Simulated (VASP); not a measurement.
## Gd in VASP: the effect of functional

The system is Gd.

```
CELL_PARAMETERS angstrom
-2.02500 2.02500 2.02500
2.02500 -2.02500 2.02500
2.02500 2.02500 -2.02500
ATOMIC_POSITIONS crystal
Gd 0.00000 0.00000 0.00000
```

This isn't the form of Gd at room conditions, which is hcp.

Alike in all runs:

- Program: VASP 6.6.1
- Task: band structure
- Potentials or basis: VASP PAW PBE potentials, release 64 (Gd)
- Cutoff: 520 eV
- k mesh: 7 × 7 × 7
- Occupations: fermi-dirac, width 0.05 eV
- Spin: collinear spin, ferromagnetic start
- Starting moments: [7.0] μB

Task: One run gave: moment 7.88 μB. Which functional did it use?
A. PBE
B. PBEsol
C. r2SCAN
D. revPBE
E. LDA

Result: C.

```csv
functional,moment (μB)
LDA,7.45
PBE,7.64
PBEsol,7.63
RPBE,7.67
revPBE,7.66
BLYP,7.46
r2SCAN,7.88
```
